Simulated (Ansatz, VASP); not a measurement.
One calculation of LiF (Griceite), two programs

File INCAR:

```
SYSTEM = LiF
ALGO = Normal
EDIFF = 1E-6
ENCUT = 520
GGA = PE
ISIF = 2
ISMEAR = 0
LASPH = .TRUE.
LCHARG = .FALSE.
LREAL = .FALSE.
LWAVE = .FALSE.
NBANDS = 12
NELM = 80
PREC = Accurate
SIGMA = 0.05
```

The input KPOINTS:

```
k-points
0
G
  11 11 11
  0 0 0
```

The input POSCAR:

```
LiF
2.8482
    0.000000000000      0.707113264518      0.707113264518
    0.707113264518      0.000000000000      0.707113264518
    0.707113264518      0.707113264518      0.000000000000
F Li
1 1
Direct
    0.5000000000      0.5000000000      0.5000000000
    0.0000000000      0.0000000000      0.0000000000
```

input.yaml

```yaml
crystal:
  lattice: { a: 4.028, b: 4.028, c: 4.028, alpha: 90.0, beta: 90.0, gamma: 90.0 }
  space_group: 225
  reduce_to_primitive: true
  atoms:
    - { symbol: F, wyckoff: "4b", position: [0.5, 0.0, 0.0] }
    - { symbol: Li, wyckoff: "4a", position: [0.0, 0.0, 0.0] }
hamiltonian:
  xc: pbe
  pseudopotentials: { kind: paw, source: ansatz }
kpoints:
  mp_grid: { grid: [11, 11, 11] }
scf:
  occupations: { method: gaussian, width: 0.05 }
output:
  forces: true
  stress: true
  eigenvalues: true
  efg: {}
  write_density: true
  write_potential: true
  elf: true
  volumetric_format: npy
```

Alike in both runs: functional PBE; k mesh 11 × 11 × 11; occupations gaussian, width 0.05 eV; no spin polarisation.

|  | VASP | Ansatz |
| --- | --- | --- |
| version | VASP 6.6.1 | Ansatz 0.2.0 |
| potentials or method | VASP PAW PBE potentials, release 54 (F, Li_sv) | Ansatz PAW earlier set |
| plane-wave cutoff (eV) | 520 | 1050 |
| valence electrons in the cell | 10 | 10 |
| task | single point | electric field gradients |

|  | VASP | Ansatz | Ansatz less VASP |
| --- | --- | --- | --- |
| gap on the k mesh at the Fermi level (eV) | 9.09 | 9.07 | -0.018 |
| least direct gap on the mesh (eV) | 9.09 | 9.07 | -0.018 |

Caveats: an odd mesh through Γ misses points on the zone boundary, where band edges often lie (VASP); odd divisions of the mesh miss points on the zone boundary, where band edges often lie, so the gap on the mesh can be too wide (Ansatz). As with any semilocal functional, this PBE gap is likely too small.
